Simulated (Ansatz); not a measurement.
A run of Ansatz 0.2.0:

Contents of input.yaml:

```yaml
crystal:
  lattice:
    - [3.724, 0.0, 0.0]
    - [-1.862, 3.2250786037, 0.0]
    - [0.0, 0.0, 5.062]
  atoms:
    - { symbol: Pt, position: [0.0, 0.0, 0.0] }
    - { symbol: Se, position: [0.6666666667, 0.3333333333, 0.75] }
    - { symbol: Se, position: [0.3333333333, 0.6666666667, 0.25] }
hamiltonian:
  xc: { exchange: b88, correlation: pbe }
  pseudopotentials: { kind: paw }
kpoints:
  mp_grid: { grid: [8, 8, 5] }
  band_path:
    path:
      - [[0.0, 0.0, 0.0], [0.5, 0.0, 0.0], [0.3333333333, 0.3333333333, 0.0], [0.0, 0.0, 0.0], [0.0, 0.0, 0.5], [0.5, 0.0, 0.5], [0.3333333333, 0.3333333333, 0.5], [0.0, 0.0, 0.5]]
      - [[0.5, 0.0, 0.5], [0.5, 0.0, 0.0]]
      - [[0.3333333333, 0.3333333333, 0.0], [0.3333333333, 0.3333333333, 0.5]]
    npoints: 14
scf:
  occupations: { method: fermi_dirac, width: 0.05 }
  n_extra_bands: 7
output:
  forces: true
  stress: true
  eigenvalues: true
  fatbands: false
  write_density: true
  write_potential: true
  elf: true
  volumetric_format: npy
```

Potentials or basis: Ansatz PAW.

The run is started by

```console
$ ansatz run input.yaml --threads 2 --pin off --max-ram 5120MiB --backend cpu --events-out ev --progress --plain --runs-dir out
```

Hardware: 2 threads of Arm Neoverse V1 (shared host).

Question: How long does it take, and how much memory?

Answer: Wall time 4.8 s on 2 threads of Arm Neoverse V1 (shared host), peak memory 0.41 GiB. Counts: scf iterations 6, plane waves 1205, k points 40, bands 32.
